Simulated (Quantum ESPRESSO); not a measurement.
Crystal: Bi.

```xyz
2
Lattice="3.2384 0.0000 0.0000 0.0000 3.2216 0.0000 -0.0805 0.0000 6.4439" Properties=species:S:1:pos:R:3 pbc="T T T"
Bi    1.7022    0.0000    4.8302
Bi    1.4558    0.0000    1.6137
```

This isn't the form of Bi at room conditions, which is rhombohedral.

Base run:

| Quantity | Value |
| --- | --- |
| Program | Quantum ESPRESSO 7.5 |
| Functional | PBEsol |
| Potentials or basis | PseudoDojo 0.4.1 SR PBEsol standard |
| Cutoff | 898 eV |
| Density cutoff | 3592 eV |
| k mesh | 8 × 8 × 4 |
| Occupations | fermi-dirac, width 0.05 eV |
| Spin | no spin polarisation |

Its results: band gap on the k mesh none (metal or under the smearing width); pressure -0.5 GPa; largest force 0.012 eV/Å.

Problem. The run is repeated on the same cell with these changes: potentials or basis from PseudoDojo 0.4.1 SR PBEsol standard to PseudoDojo 0.4 FR PBEsol standard; spin from no spin polarisation to spin-orbit coupling, no magnetisation. What comes out?

Solution. Band gap on the k mesh none (metal or under the smearing width); pressure 0.8 GPa; largest force 0.010 eV/Å.

Caveats: spin-orbit coupling is left out, which moves the levels of the heavy elements (some runs).
